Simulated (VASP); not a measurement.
The system is WS2.

```
W S
1.0
     0.00000    3.00794    3.00794
     3.00794    0.00000    3.00794
     3.00794    3.00794    0.00000
W S
1 2
Direct
  0.00000 0.00000 0.00000
  0.25000 0.25000 0.25000
  0.75000 0.75000 0.75000
```

Measurements of this composition are mostly on another form, of space group No. 194.

Base run:

* Program: VASP 6.6.1
* Functional: PBEsol
* Potentials or basis: VASP PAW PBE potentials, release 64 (W_sv, S)
* Cutoff: 520 eV
* k mesh: 6 × 6 × 6
* Occupations: gaussian, width 0.05 eV
* Spin: collinear spin, ferromagnetic start
* Starting moments: [0.5, 0.0, 0.0] μB

Its results: pressure -10.7 GPa; site moments W +1.40; S -0.04 μB.

Question: After a change of settings the same cell gave: pressure -9.5 GPa; site moments W +1.51; S -0.01 μB. Which change was it?
A. further incar settings from ALGO = Normal; EDIFF = 1e-06; NBANDS = 24 to ALGO = Normal; EDIFF = 1e-07; hubbard terms from none to W d U = 5 eV
B. hubbard terms from none to W d U = 5 eV
C. further incar settings from ALGO = Normal; EDIFF = 1e-06; NBANDS = 24 to ALGO = Fast; EDIFF = 1e-06
D. fixed moment from none to 2 μB

Answer: D.

Caveats: the PAW data sets were made with another functional, which shifts forces and pressure a little; the moment is held away from its start (some runs); the total moment is fixed, so each spin has its own Fermi level (some runs).
